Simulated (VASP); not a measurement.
# TaC (Fm-3m) in VASP: density of states with PBE

Aim: the density of states of TaC with PBE.

Everything below comes from runs of VASP 6.6.1. Logs are shortened: lines on timing, memory, paths and dates and some standing lists are left out, and cuts for length are marked.

## Step 1: The crystal as given

Symmetry: Fm-3m, No. 225, cubic system. The conventional cell has a = 4.446 Å, b = 4.446 Å, c = 4.446 Å, α = 90.00°, β = 90.00°, γ = 90.00°. Around Ta (site symmetry m-3m) lie 6 C at 2.22 Å. C (site symmetry m-3m) has 6 Ta at 2.22 Å as nearest neighbours.

## Step 2: Density of states, PBE

The input, POSCAR:

```
TaC
1.0
    0.0000000000      2.2230000000      2.2230000000
    2.2230000000      0.0000000000      2.2230000000
    2.2230000000      2.2230000000      0.0000000000
Ta C
1 1
Direct
    0.0000000000      0.0000000000      0.0000000000
    0.5000000000      0.5000000000      0.5000000000
```

The input, INCAR.step1:

```
SYSTEM = TaC
  PREC = Accurate
  ENCUT = 520
  EDIFF = 1E-7
  ISMEAR = 0
  SIGMA = 0.1
  LREAL = .FALSE.
  LASPH = .TRUE.
  NELM = 100
  ALGO = Fast
  ISIF = 2
  LWAVE = .FALSE.
  LCHARG = .TRUE.
  LMAXMIX = 4
  GGA = PE
  NBANDS = 14
```

The input, KPOINTS.step1:

```
regular mesh
0
G
  16 16 16
  0 0 0
```

The input, INCAR.step2:

```
SYSTEM = TaC
  PREC = Accurate
  ENCUT = 520
  EDIFF = 1E-7
  ISMEAR = -5
  SIGMA = 0.1
  LREAL = .FALSE.
  LASPH = .TRUE.
  NELM = 100
  ALGO = Fast
  ISIF = 2
  LWAVE = .FALSE.
  LCHARG = .FALSE.
  LMAXMIX = 4
  GGA = PE
  LORBIT = 10
  NBANDS = 14
  NEDOS = 1001
  ICHARG = 11
```

The input, KPOINTS.step2:

```
regular mesh
0
G
  24 24 24
  0 0 0
```

Potentials or basis: VASP PAW PBE potentials, release 64 (Ta_pv, C).

The run is started by

```sh
$ cat potpaw_PBE.64/Ta_pv/POTCAR potpaw_PBE.64/C/POTCAR > POTCAR
$ cp INCAR.step1 INCAR
$ cp KPOINTS.step1 KPOINTS
$ mpirun -np 1 vasp_std > vasp.out
$ cp INCAR.step2 INCAR
$ cp KPOINTS.step2 KPOINTS
$ mpirun -np 1 vasp_std > vasp.out
```

OUTCAR:

```text
SYSTEM = TaC
   PREC = Accurate
   ENCUT = 520
   EDIFF = 1E-7
   ISMEAR = -5
   LREAL = .FALSE.
   LASPH = .TRUE.
   NELM = 100
   ISIF = 2
   GGA = PE
   LORBIT = 10
   ICHARG = 11

 ion  position               nearest neighbor table
   1  0.000  0.000  0.000-   2 2.22   2 2.22   2 2.22   2 2.22   2 2.22   2 2.22
   2  0.500  0.500  0.500-   1 2.22   1 2.22   1 2.22   1 2.22   1 2.22   1 2.22

  LATTYP: Found a face centered cubic cell.
 ALAT       =     4.4460000000

  Lattice vectors:

 A1 = (   0.0000000000,   2.2230000000,   2.2230000000)
 A2 = (   2.2230000000,   0.0000000000,   2.2230000000)
 A3 = (   2.2230000000,   2.2230000000,   0.0000000000)

Analysis of symmetry for initial positions (statically):
=====================================================================
 Subroutine PRICEL returns:
 Original cell was already a primitive cell.

 Routine SETGRP: Setting up the symmetry group for a
 face centered cubic supercell.

 Subroutine GETGRP returns: Found 48 space group operations
 (whereof 48 operations were pure point group operations)
 out of a pool of 48 trial point group operations.

The static configuration has the point symmetry O_h .

Analysis of symmetry for dynamics (positions and initial velocities):
=====================================================================
 Subroutine PRICEL returns:
 Original cell was already a primitive cell.

 Routine SETGRP: Setting up the symmetry group for a
 face centered cubic supercell.

 Subroutine GETGRP returns: Found 48 space group operations
 (whereof 48 operations were pure point group operations)
 out of a pool of 48 trial point group operations.

The dynamic configuration has the point symmetry O_h .

 Subroutine INISYM returns: Found 48 space group operations
 (whereof 48 operations are pure point group operations),
 and found     1 'primitive' translations

----------------------------------------------------------------------------------------

                                     Primitive cell

  volume of cell :      21.9709

  direct lattice vectors                    reciprocal lattice vectors
     0.000000000  2.223000000  2.223000000    -0.224921278  0.224921278  0.224921278
     2.223000000  0.000000000  2.223000000     0.224921278 -0.224921278  0.224921278
     2.223000000  2.223000000  0.000000000     0.224921278  0.224921278 -0.224921278

  length of vectors
     3.143796749  3.143796749  3.143796749     0.389575080  0.389575080  0.389575080

  position of ions in fractional coordinates (direct lattice)
     0.000000000  0.000000000  0.000000000
     0.500000000  0.500000000  0.500000000

  ion indices of the primitive-cell ions
   primitive index   ion index
                 1           1
                 2           2

----------------------------------------------------------------------------------------

 KPOINTS: regular mesh

Automatic generation of k-mesh.
 Grid dimensions read from file:
 generate k-points for:   24   24   24

 Generating k-lattice:

  Cartesian coordinates                     Fractional coordinates (reciprocal lattice)
    -0.009371720  0.009371720  0.009371720     0.041666667  0.000000000  0.000000000
     0.009371720 -0.009371720  0.009371720     0.000000000  0.041666667  0.000000000
     0.009371720  0.009371720 -0.009371720     0.000000000  0.000000000  0.041666667

  Length of vectors
     0.016232295  0.016232295  0.016232295

  Shift w.r.t. Gamma in fractional coordinates (k-lattice)
     0.000000000  0.000000000  0.000000000

 TETIRR: Found   1864 inequivalent tetrahedra from    82944

 Subroutine IBZKPT returns following result:
 ===========================================

 Found    413 irreducible k-points:

 Following reciprocal coordinates:
            Coordinates               Weight
  0.000000  0.000000  0.000000      1.000000
  0.041667  0.000000  0.000000      8.000000
  0.083333  0.000000  0.000000      8.000000
  0.125000  0.000000  0.000000      8.000000
  0.166667  0.000000  0.000000      8.000000
  0.208333  0.000000  0.000000      8.000000
[... 16 lines left out ...]
  0.416667  0.041667  0.000000     24.000000
  0.458333  0.041667  0.000000     24.000000
 [... further k-points ...]
   k-points           NKPTS =    413   k-points in BZ     NKDIM =    413   number of bands    NBANDS=     14
   number of dos      NEDOS =   1001   number of ions     NIONS =      2
   total plane-waves  NPLWV =  13824
   dimension x,y,z NGX =    24 NGY =   24 NGZ =   24
   dimension x,y,z NGXF=    48 NGYF=   48 NGZF=   48
   ions per type =               1   1
   NGX,Y,Z   is equivalent  to a cutoff of  12.69, 12.69, 12.69 a.u.
   NGXF,Y,Z  is equivalent  to a cutoff of  25.38, 25.38, 25.38 a.u.
 SYSTEM =  TaC
   PREC   = accura    normal or accurate (medium, high low for compatibility)
   ISTART =      0    job   : 0-new  1-cont  2-samecut
   ICHARG =     11    charge: 1-file 2-atom 10-const
   ISPIN  =      1    spin polarized calculation?
   LNONCOLLINEAR =      F non collinear calculations
   LSORBIT =      F    spin-orbit coupling
   LASPH  =      T    aspherical Exc in radial PAW
   ENCUT  =  520.0 eV  38.22 Ry    6.18 a.u.   5.85  5.85  5.85*2*pi/ulx,y,z
   NELM   =    100;   NELMIN=  2; NELMDL=  0     # of ELM steps
   EDIFF  = 0.1E-06   stopping-criterion for ELM
   LREAL  =      F    real-space projection
   EDIFFG = 0.1E-05   stopping-criterion for IOM
   NSW    =      0    number of steps for IOM
   IBRION =     -1    ionic relax: 0-MD 1-quasi-New 2-CG
   NFREE  =      0    steps in history (QN), initial steepest desc. (CG)
   ISIF   =      2    stress and relaxation
   ISYM   =      2    0-nonsym 1-usesym 2-fastsym
   POTIM  = 0.5000    time-step for ionic-motion
   TEBEG  =    0.0;   TEEND  =   0.0 temperature during run
   PSTRESS=    0.0 pullay stress
   NELECT =      15.0000    total number of electrons
   NUPDOWN=      -1.0000    fix difference up-down
   EMIN   =  10.00;   EMAX   =-10.00  energy-range for DOS
   EFERMI =   0.00;   METHOD = LEGACY
   ISMEAR =    -5;   SIGMA  =   0.10  broadening in eV -4-tet -1-fermi 0-gaus
   EFERMI_NEDOS =   21; number of points for ismear=-14 and -15
   IALGO  =     68    algorithm
   IMIX   =      4    mixing-type and parameters
     AMIX     =   0.40;   BMIX     =  1.00
     AMIX_MAG =   1.60;   BMIX_MAG =  1.00
  volume/ion in A,a.u.               =      10.99        74.13
  Fermi-wavevector in a.u.,A,eV,Ry     =   1.441526  2.724089 28.272865  2.077997
  Thomas-Fermi vector in A             =   2.560148
   LORBIT       =     10    0 simple, 1 ext, 2 COOP (PROOUT), +10 PAW based schemes
   GGA     = PE    functional components
   LHFCALC =     F    Hartree Fock is set to
   AEXX    =    0.0000 exact exchange contribution
   IVDW    =     0    specifies the selected vdW correction
   LEPSILON=     F    determine dielectric tensor
   LRPA    =     F    only Hartree local field effects (RPA)
 non-spin polarized calculation
 RMM-DIIS sequential band-by-band and
 Fermi weights with tetrahedron method with Bloechl corrections
  energy-cutoff  :      520.00
  volume of cell :       21.97
 maximum number of plane-waves:       609

 number of electron      15.0000001 magnetization

 Free energy of the ion-electron system (eV)
  ---------------------------------------------------
  ext. energy  EPLUGINS =         0.00000000
  ---------------------------------------------------
  free energy    TOTEN  =       -22.19098940 eV

  energy without entropy =      -22.19098940  energy(sigma->0) =      -22.19098940

 E-fermi :   8.4768     XC(G=0): -13.2357

 val. band max:        8.4540641374   @ k =  -0.4167   0.4167   0.1667
 cond. band min:       8.4456124200   @ k =  -0.0417   0.0417   0.0000
 fundamental gap:     -0.0084517174
 Fermi energy:         8.4768191434

 k-point     1 :       0.0000    0.0000    0.0000
  band No.  band energies     occupation
      1     -26.5934      2.00000
      2     -26.5934      2.00000
      3     -26.5934      2.00000
      4      -6.4032      2.00000
      5       7.1138      2.00000
      6       7.1138      2.00000
      7       7.1138      2.00000
      8       7.9761      2.00000
      9       7.9761      2.00000
     10       7.9761      2.00000
     11       9.1199      0.00000
     12       9.1199      0.00000
     13      15.1094      0.00000
     14      18.5159      0.00000

 k-point     2 :       0.0417    0.0000    0.0000
  band No.  band energies     occupation
      1     -26.6067      2.00000
      2     -26.5947      2.00000
      3     -26.5947      2.00000
      4      -6.3533      2.00000
      5       6.7984      2.00000
      6       7.0281      2.00000
      7       7.0281      2.00000
      8       7.7090      2.00000
      9       7.7090      2.00000
     10       8.1843      2.34201
     11       9.5714      0.00000
     12       9.5714      0.00000
     13      15.2079      0.00000
     14      18.6433      0.00000

 k-point     3 :       0.0833    0.0000    0.0000
  band No.  band energies     occupation
      1     -26.6454      2.00000
      2     -26.5986      2.00000
      3     -26.5986      2.00000
      4      -6.2056      2.00000
      5       6.1835      2.00000
      6       6.5919      2.00000
      7       6.5919      2.00000
      8       7.6140      2.00000
      9       7.6140      2.00000
     10       8.4975      0.29282
     11      10.3966      0.00000
     12      10.3966      0.00000
     13      15.4853      0.00000
     14      19.0128      0.00000

 k-point     4 :       0.1250    0.0000    0.0000
  band No.  band energies     occupation
      1     -26.7065      2.00000
      2     -26.6048      2.00000
      3     -26.6048      2.00000
      4      -5.9651      2.00000
      5       5.4714      2.00000
      6       5.9789      2.00000
      7       5.9789      2.00000
      8       7.7846      2.00000
      9       7.7846      2.00000
     10       8.7663      0.00000
     11      11.3217      0.00000
     12      11.3217      0.00000
     13      15.8931      0.00000
     14      19.5846      0.00000

 k-point     5 :       0.1667    0.0000    0.0000
  band No.  band energies     occupation
      1     -26.7850      2.00000
      2     -26.6128      2.00000
      3     -26.6128      2.00000
      4      -5.6403      2.00000
      5       4.7191      2.00000
      6       5.3753      2.00000
      7       5.3753      2.00000
      8       8.0753      2.00000
      9       8.0753      2.46365
     10       9.0001      0.00000
     11      12.2941      0.00000
[... 276 lines left out ...]
 k-point    22 :       0.3750    0.0417    0.0000
  band No.  band energies     occupation
      1     -27.1966      2.00000
      2     -26.6665      2.00000
      3     -26.6573      2.00000
      4      -3.3538      2.00000
      5       1.2825      2.00000
      6       3.3151      2.00000
      7       3.4874      2.00000
      8       9.7504      0.00000
      9      10.4989      0.00000
     10      10.8023      0.00000
     11      16.1386      0.00000
     12      16.2627      0.00000
     13      17.2824      0.00000
     14      21.4432      0.00000

 k-point    23 :       0.4167    0.0417    0.0000
  band No.  band energies     occupation
      1     -27.2571      2.00000
      2     -26.6714      2.00000
      3     -26.6662      2.00000
      4      -2.8102      2.00000
      5       0.6557      2.00000
      6       3.1204      2.00000
      7       3.2437      2.00000
      8      10.2546      0.00000
      9      10.8966      0.00000
     10      11.3061      0.00000
     11      15.3891      0.00000
     12      17.0710      0.00000
     13      17.9228      0.00000
     14      21.4472      0.00000

 k-point    24 :       0.4583    0.0417    0.0000
  band No.  band energies     occupation
      1     -27.2980      2.00000
      2     -26.6737      2.00000
      3     -26.6733      2.00000
      4      -2.3124      2.00000
      5       0.1084      2.00000
      6       3.0036      2.00000
      7       3.0753      2.00000
      8      10.7144      0.00000
      9      11.1574      0.00000
     10      11.7965      0.00000
     11      14.6181      0.00000
     12      17.7650      0.00000
     13      18.3724      0.00000
     14      21.3796      0.00000

 [... further k-points ...]

------------------------ aborting loop because EDIFF is reached ----------------------------------------

  FORCE on cell =-STRESS in cart. coord.  units (eV):
  Direction    XX          YY          ZZ          XY          YZ          ZX
  --------------------------------------------------------------------------------------
  -------------------------------------------------------------------------------------
  Total        1.0303837      1.0303837      1.0303837     -0.0000000      0.0000000      0.0000000
  in kB       75.1382670     75.1382670     75.1382670     -0.0000000      0.0000000      0.0000000
  external PRESSURE =      75.1382670 kB  Pullay stress =       0.0000000 kB

 VOLUME and BASIS-vectors are now :
 -----------------------------------------------------------------------------
  energy-cutoff  :      520.00
  volume of cell :       21.97
      direct lattice vectors                 reciprocal lattice vectors
     0.000000000  2.223000000  2.223000000    -0.224921278  0.224921278  0.224921278
     2.223000000  0.000000000  2.223000000     0.224921278 -0.224921278  0.224921278
     2.223000000  2.223000000  0.000000000     0.224921278  0.224921278 -0.224921278

 POSITION                                       TOTAL-FORCE (eV/Angst)
 -----------------------------------------------------------------------------------
      0.00000      0.00000      0.00000         0.000000     -0.000000      0.000000
      2.22300      2.22300      2.22300        -0.000000      0.000000     -0.000000
 -----------------------------------------------------------------------------------
    total drift:                                0.000000     -0.000000     -0.000000

  FREE ENERGIE OF THE ION-ELECTRON SYSTEM (eV)
  ---------------------------------------------------
  free  energy   TOTEN  =       -22.1909894033 eV

  energy  without entropy=      -22.1909894033  energy(sigma->0) =      -22.19098940

 total charge

# of ion       s       p       d       tot
------------------------------------------
    1        0.303   6.277   2.399   8.980
    2        0.866   1.590   0.000   2.456
--------------------------------------------------
tot          1.170   7.867   2.399  11.436
```

It took 87 s on 1 thread of Intel Xeon Platinum 8175M at 2.50GHz (Skylake/Cascade Lake), shared host; peak memory 0.24 GiB.

What came out:

| Item | Value |
| --- | --- |
| Valence electrons inside the program's atomic spheres | Ta 8.98; C 2.46 |

States per cell in windows of 1 eV (zero at the Fermi level; states under -8 eV left out):
| from (eV) | total | Ta1_d | C2_p | Ta1_p | Ta1_s | C2_s | C2_d |
| --- | --- | --- | --- | --- | --- | --- | --- |
| -8.0 | 0.51 | 0.11 | 0.10 | 0.01 | 0.06 | 0.01 | 0.00 |
| -7.0 | 0.80 | 0.17 | 0.17 | 0.03 | 0.07 | 0.02 | 0.00 |
| -6.0 | 1.35 | 0.40 | 0.32 | 0.08 | 0.02 | 0.01 | 0.00 |
| -5.0 | 2.36 | 0.78 | 0.54 | 0.13 | 0.01 | 0.01 | 0.00 |
| -4.0 | 0.66 | 0.22 | 0.17 | 0.02 | 0.00 | 0.00 | 0.00 |
| -3.0 | 0.31 | 0.09 | 0.09 | 0.01 | 0.00 | 0.00 | 0.00 |
| -2.0 | 0.43 | 0.16 | 0.10 | 0.02 | 0.00 | 0.00 | 0.00 |
| -1.0 | 0.54 | 0.27 | 0.08 | 0.01 | 0.01 | 0.00 | 0.00 |
| 0.0 | 0.72 | 0.41 | 0.09 | 0.01 | 0.01 | 0.01 | 0.00 |
| 1.0 | 0.98 | 0.61 | 0.10 | 0.01 | 0.01 | 0.01 | 0.00 |
| 2.0 | 1.43 | 1.01 | 0.12 | 0.01 | 0.02 | 0.01 | 0.00 |
| 3.0 | 1.83 | 1.29 | 0.20 | 0.01 | 0.05 | 0.01 | 0.00 |
| 4.0 | 0.99 | 0.70 | 0.09 | 0.01 | 0.03 | 0.02 | 0.00 |
| 5.0 | 0.61 | 0.32 | 0.07 | 0.02 | 0.04 | 0.03 | 0.00 |
| 6.0 | 0.84 | 0.40 | 0.09 | 0.04 | 0.04 | 0.07 | 0.00 |
| 7.0 | 1.10 | 0.47 | 0.10 | 0.06 | 0.04 | 0.13 | 0.00 |

Caveat: tetrahedron occupations give inexact forces and stress in metals. The run has no spin-orbit coupling, so splittings on Ta are missing.
